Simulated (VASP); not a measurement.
Here is a VASP 6.6.1 calculation.

File INCAR:

```
ALGO = Normal ; EDIFF = 1E-7
ENCUT = 520 ; GGA = PS
ISIF = 2 ; ISMEAR = -1
LASPH = True ; LCHARG = False
LREAL = False ; LWAVE = False
NBANDS = 21 ; NELM = 60
PREC = Accurate ; SIGMA = 0.05
```

The input KPOINTS:

```
k-points
0
Gamma
  7 7 7
```

POSCAR

```
Sn
1.0
    0.0000000000      3.2333428000      3.2333428000
    3.2333428000      0.0000000000      3.2333428000
    3.2333428000      3.2333428000      0.0000000000
Sn
2
Direct
    0.7513240000      0.7590190000      0.7625880000
    0.4946710000      0.5090020000      0.5000090000
```

Potentials or basis: VASP PAW PBE potentials, release 64 (Sn_d).

The run is started by

```bash
$ cat potpaw_PBE.64/Sn_d/POTCAR > POTCAR
$ mpirun -np 1 vasp_std > vasp.out
```

Problem. Estimate the pressure.

Solution. 1.6 GPa.

Problem. Estimate the band gap on the k mesh.

Solution. None (metal or under the smearing width).

Problem. Predict the largest force.

Solution. 0.556 eV/Å.

Forces in eV/Å, atoms in the order of the input:
```
Sn  -0.289 -0.460 -0.117
Sn   0.289  0.460  0.117
```

Caveat: the PAW data sets were made with another functional, which shifts forces and pressure a little.
